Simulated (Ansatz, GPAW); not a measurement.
This is a calculation of Rb for Ansatz 0.2.0. 

Contents of input.yaml:

```yaml
crystal:
  lattice:
    - [-2.8025, 2.8025, 2.8025]
    - [2.8025, -2.8025, 2.8025]
    - [2.8025, 2.8025, -2.8025]
  atoms:
    - { symbol: Rb, position: [0.0, 0.0, 0.0] }
kpoints:
  mp_grid: { grid: [7, 7, 7] }
scf:
  occupations: { method: gaussian, width: 0.1 }
hamiltonian:
  xc: pbesol
  pseudopotentials: { kind: all_electron, lapw: { basis_error: 0.001 } }
output:
  forces: true
  stress: true
  eigenvalues: true
```

Potentials or basis: all-electron LAPW, scalar-relativistic.

Launch:

```console
$ ansatz run input.yaml --threads 1 --pin off --max-ram 3072MiB --backend cpu --events-out ev --progress --plain --runs-dir out
```

Q: What does the same run look like in GPAW 26.7.0 (ASE script)? Potentials or basis there: PAW data sets generated for this functional, cutoff 600 eV.

A: As run (cutoffs and basis follow the program's own potentials, and thresholds, step limits or extra output files can differ):

File run.py:

```python
from ase.dft.bandgap import bandgap
from ase.io import read, write
from ase.units import Bohr, GPa
from gpaw import GPAW, PW, setup_paths
from gpaw.elf import elf_from_dft_calculation

setup_paths.insert(0, '.')

atoms = read('Rb.xyz')

calc = GPAW(mode=PW(600),
            xc='PBEsol',
            kpts={'size': (7, 7, 7), 'gamma': True},
            occupations={'name': 'methfessel-paxton', 'order': 0, 'width': 0.1},
            nbands=11,
            convergence={'density': 1e-05, 'energy': 1e-05},
            maxiter=150,
            txt='gpaw.txt')
atoms.calc = calc
energy = atoms.get_potential_energy()
forces = atoms.get_forces()
stress = atoms.get_stress()
calc.write('gs.gpw')
write('result.traj', atoms)
print(f'Energy: {energy:.6f} eV')
print('Forces (eV/A):')
print(forces.round(4))
print('Stress (GPa):', (stress / GPa).round(3))
print('Fermi level:', round(calc.get_fermi_level(), 4), 'eV')
print(f'Gap: {bandgap(calc)[0]:.4f} eV, direct: {bandgap(calc, direct=True)[0]:.4f} eV')

# fields on the real-space grid
write('density.cube', atoms, data=calc.get_pseudo_density() * Bohr**3)
write('potential.cube', atoms, data=calc.get_electrostatic_potential())
write('elf.cube', atoms, data=elf_from_dft_calculation(calc).data)
```

File Rb.xyz:

```xyz
1
Lattice="-2.8025000000 2.8025000000 2.8025000000 2.8025000000 -2.8025000000 2.8025000000 2.8025000000 2.8025000000 -2.8025000000" Properties=species:S:1:pos:R:3 pbc="T T T"
Rb     0.0000000000      0.0000000000      0.0000000000
```

Potentials or basis: PAW data sets generated in the run's folder for this functional, pw.

Command:

```sh
$ gpaw-setup -f PBEsol Rb
$ OMP_NUM_THREADS=1 python run.py
```

Both were run:

|  | Ansatz | GPAW |
| --- | --- | --- |
| Pressure | -0.1 GPa | -0.1 GPa |

Where Ansatz's input types no cutoff or centring, it takes its own default and a Γ-centred mesh.

Pressure is positive in compression.
